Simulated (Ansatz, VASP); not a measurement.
## One calculation of TePt3, two programs

```
Te Pt
1.0
     5.71121    0.00000    0.00000
    -2.85561    4.94605    0.00000
     0.00000    0.00000    4.96982
Te Pt
2 6
Direct
  0.33333 0.66667 0.25000
  0.66667 0.33333 0.75000
  0.83605 0.67209 0.25000
  0.16395 0.83605 0.75000
  0.32791 0.16395 0.25000
  0.16395 0.32791 0.75000
  0.83605 0.16395 0.25000
  0.67209 0.83605 0.75000
```

Alike in both runs: functional PBE; k mesh 6 × 6 × 4; occupations gaussian, width 0.1 eV; no spin polarisation.

Ansatz relaxed the structure, and its values are those at the end. VASP's run is a single point on that final structure, the one shown.

|  | VASP | Ansatz |
| --- | --- | --- |
| version | VASP 6.6.1 | Ansatz 0.2.0 |
| potentials or method | VASP PAW PBE potentials, release 64 (Te, Pt) | scalar-relativistic, plane waves, PAW |
| plane-wave cutoff (eV) | 520 | 420 |
| valence electrons in the cell | 72 | 140 |

```tsv
	VASP	Ansatz	Ansatz less VASP
gap on the k mesh at the Fermi level (eV)	none	none	-
pressure (GPa)	-0.3	0.1	+0.35
rms of the force components (eV/Å)	0.006	0.005	-0.0012
```

A gap of «none» marks a metal or a gap that the smearing closes. With one functional, cell and mesh, what is left measures potentials, basis and numerics. The two sets of potentials don't hold the same shells in valence.

Spin-orbit coupling is left out, which matters for the levels of Pt, Te.
